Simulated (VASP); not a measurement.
A run of VASP 6.6.1:

Contents of INCAR:

```
PREC = Accurate ; ENCUT = 900
EDIFF = 1E-6 ; ISMEAR = -1
SIGMA = 0.05 ; LREAL = False
LASPH = True ; NELM = 150
ALGO = Fast ; ISIF = 2
LWAVE = False ; LCHARG = False
ISPIN = 2 ; MAGMOM = 1 0
LORBIT = 11 ; LMAXMIX = 4
GGA = PE ; NBANDS = 19
```

KPOINTS

```
Automatic mesh
0
Gamma
  11 11 11
```

POSCAR

```
NiO
1.0
    0.0000000000      2.0859016414      2.0859016414
    2.0859016414      0.0000000000      2.0859016414
    2.0859016414      2.0859016414      0.0000000000
Ni O
1 1
Direct
    0.0000000000      0.0000000000      0.0000000000
    0.5000000000      0.5000000000      0.5000000000
```

Contents of KPOINTS_OPT:

```
path GXWKGLUWLK,UX
15
line-mode
reciprocal
 0.0000000000  0.0000000000  0.0000000000  G
 0.5000000000  0.0000000000  0.5000000000  X

 0.5000000000  0.0000000000  0.5000000000  X
 0.5000000000  0.2500000000  0.7500000000  W

 0.5000000000  0.2500000000  0.7500000000  W
 0.3750000000  0.3750000000  0.7500000000  K

 0.3750000000  0.3750000000  0.7500000000  K
 0.0000000000  0.0000000000  0.0000000000  G

 0.0000000000  0.0000000000  0.0000000000  G
 0.5000000000  0.5000000000  0.5000000000  L

 0.5000000000  0.5000000000  0.5000000000  L
 0.6250000000  0.2500000000  0.6250000000  U

 0.6250000000  0.2500000000  0.6250000000  U
 0.5000000000  0.2500000000  0.7500000000  W

 0.5000000000  0.2500000000  0.7500000000  W
 0.5000000000  0.5000000000  0.5000000000  L

 0.5000000000  0.5000000000  0.5000000000  L
 0.3750000000  0.3750000000  0.7500000000  K

 0.6250000000  0.2500000000  0.6250000000  U
 0.5000000000  0.0000000000  0.5000000000  X
```

Potentials or basis: VASP PAW PBE potentials, release 64 (Ni, O_h).

Run with:

```console
$ cat potpaw_PBE.64/Ni/POTCAR potpaw_PBE.64/O_h/POTCAR > POTCAR
$ mpirun -np 1 vasp_std > vasp.out
```

Hardware: 1 thread of Intel(R) Xeon(R) 6975P-C (Granite Rapids), on a shared host.

Question: Estimate the wall time of this run.

Answer: Run time: 120 s on 1 thread of Intel(R) Xeon(R) 6975P-C (Granite Rapids) (shared host), peak memory 0.27 GiB. Counts: scf iterations 42, k points 56.
